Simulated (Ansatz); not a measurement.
## Trial inputs on CsSnBr3

The reference input for Ansatz (plane-wave DFT with PAW):

```yaml
crystal:
  lattice:
    - [5.83900561, 0.0, 0.0]
    - [0.0, 5.83900561, 0.0]
    - [0.0, 0.0, 5.83900561]
  atoms:
    - { symbol: Cs, position: [0.0, 0.0, 0.0] }
    - { symbol: Sn, position: [0.5, 0.5, 0.5] }
    - { symbol: Br, position: [0.5, 0.0, 0.5] }
    - { symbol: Br, position: [0.5, 0.5, 0.0] }
    - { symbol: Br, position: [0.0, 0.5, 0.5] }
basis:
  ecutwfc: 420
kpoints:
  mp_grid: { grid: [4, 4, 4] }
hamiltonian:
  xc: pbe
scf:
  occupations: { method: gaussian, width: 0.1 }
output:
  forces: true
  stress: true
  eigenvalues: true
```

Command:

```bash
ansatz run input.yaml --threads 1 --pin off --max-ram 1331MiB --backend cpu --events-out ev --progress --plain --runs-dir out
```

The run converges in 6 SCF iterations on 10 irreducible k-points: pressure 0.77 GPa, gap on the sampled k-points 0.50 eV.

These settings were drawn at random to show what each does; none of the numbers is a converged property of the crystal. Each trial's input is given as a difference from the reference's; energies are extrapolated to zero smearing where there is one, and pressure is positive in compression. Charged cells sit in a uniform background, and their pressures hang on that convention.

**Question.** Trial 1:

```diff
 kpoints:
-  mp_grid: { grid: [4, 4, 4] }
+  mp_grid: { grid: [1, 1, 1], shift: [0, 0, 0.5] }
```

What does the program give?

**Answer.** The run converges in 8 SCF iterations on 1 irreducible k-point: energy 249 meV per atom below the reference, pressure -0.81 GPa, gap on the sampled k-points 2.99 eV.

**Question.** Trial 2:

```diff
 basis:
-  ecutwfc: 420
+  ecutwfc: "17 Ry"
 scf:
+  lower_state_search: standard
```

What does the program give?

**Answer.** The run converges in 6 SCF iterations on 10 irreducible k-points: energy 463 meV per atom above the reference, pressure 0.94 GPa (unreliable at so low a cutoff), gap on the sampled k-points 0.61 eV. It warns that the cutoff lies under the recommended one, 420 eV for these potentials.

**Question.** Trial 3:

```diff
+total_charge: 2
 hamiltonian:
-  xc: pbe
+  xc: blyp
```

How does this run end?

**Answer.** The run converges in 8 SCF iterations on 10 irreducible k-points: pressure 0.39 GPa (with the neutralising background of the charged cell), no gap.